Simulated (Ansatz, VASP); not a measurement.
Au: VASP beside Ansatz

```xyz
2
Lattice="2.9000 0.0000 0.0000 -1.4500 2.5115 0.0000 0.0000 0.0000 4.8800" Properties=species:S:1:pos:R:3 pbc="T T T"
Au    0.0500    1.6743    3.6600
Au    1.4500    0.8372    1.2200
```

Alike in both runs: task electric field gradients; functional PBE; k mesh 14 × 14 × 8; occupations fermi-dirac, width 0.03 eV; no spin polarisation.

|  | VASP | Ansatz |
| --- | --- | --- |
| version | VASP 6.6.1 | Ansatz 0.2.0 |
| potentials or method | VASP PAW PBE potentials, release 64 (Au) | PAW with Ansatz's default frozen-core files, scalar-relativistic |
| plane-wave cutoff (eV) | 520 | 420 |
| valence electrons in the cell | 22 | 38 |

|  | VASP | Ansatz | Ansatz less VASP |
| --- | --- | --- | --- |
| pressure (GPa) | 1.8 | 2.0 | +0.23 |
| largest component of the traceless stress (GPa) | 0.38 | 0.38 | +0.001 |
| rms of the force components (eV/Å) | 0.011 | 0.011 | -0.0002 |
| Vzz of the field gradient on the site that differs most (V/Å²) | 21.2 | 10.1 | -11.15 |

Atom by atom the forces differ by 0.000 eV/Å (rms over components). The two sets of potentials don't hold the same shells in valence. Ansatz warned: «gradients_without_spin_orbit».

Spin-orbit coupling is left out, which matters for the levels of Au.
